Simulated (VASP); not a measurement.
Level of theory: PBEsol GGA, VASP's PBE PAW potentials (set 64) (plane waves; VASP).

VASP ran on this input.

### KPOINTS
```
Automatic mesh
0
Gamma
9 9 9
0 0 0
```

### POSCAR
```
NaBr
1
    0.0000000000     2.9596291208     2.9596291208
    2.9596291208    -0.0000000000     2.9596291208
    2.9596291208     2.9596291208     0.0000000000
Na Br
1 1
Direct
  1.0000000000   0.0000000000   0.0000000000
  0.5000000000   0.5000000000   0.5000000000
```

### INCAR
```
# general
SYSTEM =NaBr
PREC   =Accurate
ENCUT  =400
LREAL  =.FALSE.   # projection in real space or not
LASPH  =.TRUE.   # aspherical one-centre terms

# electronic loop
EDIFF  =1E-7
NELM   =100
ALGO   =Normal   # blocked Davidson
LMAXMIX=4

# smearing
ISMEAR =-5   # tetrahedra, Bloechl

# functional
GGA    =PS   # PBEsol

# ions
ISIF   =2

# output
LWAVE  =.FALSE.
LCHARG =.TRUE.
LORBIT =11
NEDOS  =601
```

POTCAR, in this order: Na_pv Br (PBE.64 set). Program: vasp_std.

The resulting files:

OSZICAR:
```
       N       E                     dE             d eps       ncg     rms          rms(c)
DAV:   1     0.767516258102E+02    0.76752E+02   -0.64057E+03   784   0.101E+03
DAV:   2    -0.294319844678E+00   -0.77046E+02   -0.72620E+02   857   0.233E+02
DAV:   3    -0.637168311975E+01   -0.60774E+01   -0.60483E+01   938   0.681E+01
DAV:   4    -0.648507890924E+01   -0.11340E+00   -0.11333E+00   857   0.105E+01
DAV:   5    -0.648675953067E+01   -0.16806E-02   -0.16805E-02   903   0.124E+00    0.155E+00
DAV:   6    -0.638339065382E+01    0.10337E+00   -0.16452E-01   869   0.329E+00    0.913E-01
DAV:   7    -0.637144298070E+01    0.11948E-01   -0.70622E-02  1003   0.197E+00    0.502E-01
DAV:   8    -0.637349804222E+01   -0.20551E-02   -0.46771E-03   827   0.774E-01    0.107E-01
DAV:   9    -0.637345868632E+01    0.39356E-04   -0.10098E-04   920   0.111E-01    0.490E-02
DAV:  10    -0.637348460866E+01   -0.25922E-04   -0.52539E-05   830   0.718E-02    0.667E-03
DAV:  11    -0.637348387721E+01    0.73144E-06   -0.47269E-06   881   0.248E-02    0.809E-04
DAV:  12    -0.637348399989E+01   -0.12268E-06   -0.16345E-07   851   0.379E-03    0.501E-04
DAV:  13    -0.637348405063E+01   -0.50733E-07   -0.42162E-08   765   0.162E-03
   1 F= -.63734841E+01 E0= -.63734841E+01  d E =0.000000E+00
```

**OUTCAR**
```
------------------------ aborting loop because EDIFF is reached ----------------------------------------
  FORCE on cell =-STRESS in cart. coord.  units (eV):
  Direction    XX          YY          ZZ          XY          YZ          ZX
  --------------------------------------------------------------------------------------
  Total       -0.0184147     -0.0184147     -0.0184147     -0.0000000      0.0000000      0.0000000
  in kB       -0.5690275     -0.5690275     -0.5690275     -0.0000000      0.0000000      0.0000000
  external PRESSURE =      -0.5690275 kB  Pullay stress =       0.0000000 kB
  volume of cell :       51.85
      direct lattice vectors                 reciprocal lattice vectors
     0.000000000  2.959629121  2.959629121    -0.168940087  0.168940087  0.168940087
     2.959629121  0.000000000  2.959629121     0.168940087 -0.168940087  0.168940087
     2.959629121  2.959629121  0.000000000     0.168940087  0.168940087 -0.168940087
 POSITION                                       TOTAL-FORCE (eV/Angst)
 -----------------------------------------------------------------------------------
      0.00000      0.00000      0.00000         0.000000      0.000000      0.000000
      2.95963      2.95963      2.95963        -0.000000     -0.000000     -0.000000
 -----------------------------------------------------------------------------------
    total drift:                                0.000000      0.000000      0.000000
  FREE ENERGIE OF THE ION-ELECTRON SYSTEM (eV)
  ---------------------------------------------------
  free  energy   TOTEN  =        -6.3734840506 eV

  energy  without entropy=       -6.3734840506  energy(sigma->0) =       -6.37348405

 total charge

# of ion       s       p       d       tot
------------------------------------------
    1        0.045   5.980   0.000   6.025
    2        1.592   3.293   0.002   4.888
--------------------------------------------------
tot          1.637   9.273   0.002  10.913
```
(Selected blocks of OUTCAR.)

The structure was generated: NaBr was put into the rock salt type (Fm-3m), which need not be its known phase. It was relaxed first, which changed the volume by -12 %.
